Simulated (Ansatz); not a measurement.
## SrTe

```
CELL_PARAMETERS angstrom
0.00000 3.35918 3.35918
3.35918 0.00000 3.35918
3.35918 3.35918 0.00000
ATOMIC_POSITIONS crystal
Sr 0.00000 0.00000 0.00000
Te 0.50000 0.50000 0.50000
```

Atom numbers follow the list: Sr1, Te2.

The structure comes from a relaxation in the same program, started in the rocksalt type, and has space group Fm-3m. Whether it is a known phase or the ground state wasn't checked.

Spin–orbit coupling is left out, though it moves levels of the heavy atoms by tenths of an eV or more.

Levels of theory: DFT, PBE, all-electron LAPW, scalar-relativistic (Ansatz 0.2.0); DFT, PBE, PAW with Ansatz's default frozen-core files, scalar-relativistic (Ansatz 0.2.0).

For LAPW: a Γ-centred 11×11×11 k mesh, Fermi–Dirac smearing of 0.03 eV, basis error target 0.25 meV/atom, no spin polarisation. PAW takes a cutoff of 420 eV at this cell. The Ansatz runs share mesh, smearing and spin set-up. Values come from LAPW unless marked.

```yaml
Band_gap: 1.78 eV, indirect from Γ to X (0.5, 0, 0.5)
Smallest_direct_gap_on_the_path: 2.50 eV
Löwdin_charges_with_0.24_e_of_the_cell_spilling_out_of_the_atomic_basis_so_their_sizes_and_signs_hang_on_that_basis: Sr1 1.53, Te2 -1.29 e
Bader_charges_from_the_PAW_run: Sr1 +1.44, Te2 -1.44 e
Volume_per_atom: 37.91 Å³
Pressure_at_this_cell: 0.00 GPa
```
